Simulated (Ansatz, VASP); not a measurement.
**Two plane-wave programs on TiO**

```xyz
6
Lattice="4.8872 0.0000 0.0000 -2.4436 4.2325 0.0000 0.0000 0.0000 2.8147" Properties=species:S:1:pos:R:3 pbc="T T T"
Ti    0.0000    0.0000    0.0000
Ti    0.0000    2.8216    1.4073
Ti    2.4436    1.4108    1.4073
O    -0.9639    1.6695    0.0000
O     1.9277    0.0000    0.0000
O     1.4798    2.5630    0.0000
```

Change from the starting cell: volume scaled by 0.94.

Alike in both runs: task single point; functional PBEsol; k mesh 6 × 6 × 9; occupations fermi-dirac, width 0.05 eV; no spin polarisation.

|  | VASP | Ansatz |
| --- | --- | --- |
| version | VASP 6.6.1 | Ansatz 0.2.0 |
| potentials or method | VASP PAW PBE potentials, release 64 (Ti_sv, O) | Ansatz PAW |
| plane-wave cutoff (eV) | 520 | 420 |
| valence electrons in the cell | 54 | 54 |

```tsv
	VASP	Ansatz	Ansatz less VASP
gap on the k mesh at the Fermi level (eV)	none	none	-
pressure (GPa)	10.5	9.6	-0.88
largest component of the traceless stress (GPa)	1.52	1.46	-0.066
rms of the force components (eV/Å)	0.078	0.071	-0.0062
```

Atom by atom the forces differ by 0.006 eV/Å (rms over components). A gap of «none» marks a metal or a gap that the smearing closes.

Caveats: semilocal functionals often make such compounds metallic where correlation or magnetic order opens a gap, which also shifts bond lengths; the PAW data sets were made with another functional, which shifts forces and pressure a little (VASP); the pressure holds a Pulay correction of +0.7 GPa for the finite cutoff (Ansatz); the PAW data sets come from PBE, with cores solved anew for the run's functional, which leaves a small shift of forces and pressure (Ansatz).
